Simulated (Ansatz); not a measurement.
Ge in Ansatz: the effect of functional

The system is Ge.

```
Ge
1.0
     1.39715   -2.60052    0.00000
     1.39715    2.60052    0.00000
     0.00000    0.00000    2.69823
Ge
1
Direct
  0.50000 0.50000 0.00000
```

This isn't the form of Ge at room conditions, which is diamond.

Alike in all runs:

- Program: Ansatz 0.2.0
- Task: projected density of states
- Potentials or basis: Ansatz PAW
- k mesh: 6 × 6 × 6
- Occupations: fermi-dirac, width 0.05 eV
- Spin: no spin polarisation

```tsv
functional	cutoff	pressure (GPa)
LDA	420 eV (not typed: the program's choice for these potentials)	?
PBEsol	420 eV (not typed: the program's choice for these potentials)	-4.1
r2SCAN	500 eV (not typed: the program's choice for these potentials)	-2.9
HSE06	420 eV (not typed: the program's choice for these potentials)	-3.1
PBE0	420 eV (not typed: the program's choice for these potentials)	-3.3
r2SCAN0	500 eV (not typed: the program's choice for these potentials)	-4.4
```

Task: What does the run with functional LDA give?

Result: Pressure -5.7 GPa.

Caveats: all runs use coarse meshes; the PAW data sets come from PBE, with cores solved anew for the run's functional, which leaves a small shift of forces and pressure; the thresholds are loose for stress (some runs).

Runs at the PBE level aren't shown here.
